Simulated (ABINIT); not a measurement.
BeTe, 2 atoms in the cell. It takes space group F-43m (No. 216, cubic). Conventional cell: a = 5.540 Å, b = 5.540 Å, c = 5.540 Å, α = 90.00°, β = 90.00°, γ = 90.00°. Around Te (site symmetry -43m) lie 4 Be at 2.40 Å. Be (site symmetry -43m) is surrounded by 4 Te at 2.40 Å. 

```yaml
Program: ABINIT 10.8.3 (patched build)
Task: equation of state
Functional: BP86
Dispersion: D3
Potentials_or_basis: JTH PAW PBE v2.0
Cutoff: 517 eV
k_mesh: 8 × 8 × 8
Occupations: fermi-dirac, width 0.05 eV
Spin: no spin polarisation
Fine-grid_cutoff: 1034.03 eV
Exchange_and_correlation_inside_the_PAW_spheres: full angular mesh (pawxcdev 0, this build's default; the released program takes 1)
```

Potentials or basis: JTH PAW PBE v2.0.

Run with:

```bash
$ abinit run.abi > log 2>&1
```

Hardware: 1 thread of Arm Neoverse N1, with other jobs on the host.

Q: How long does it take, and how much memory?

A: Wall time 100 s on 1 thread of Arm Neoverse N1 (shared host), peak memory 0.14 GiB. Counts: scf iterations 58, mpi ranks 1, k points 29, bands 9, plane waves 1076.
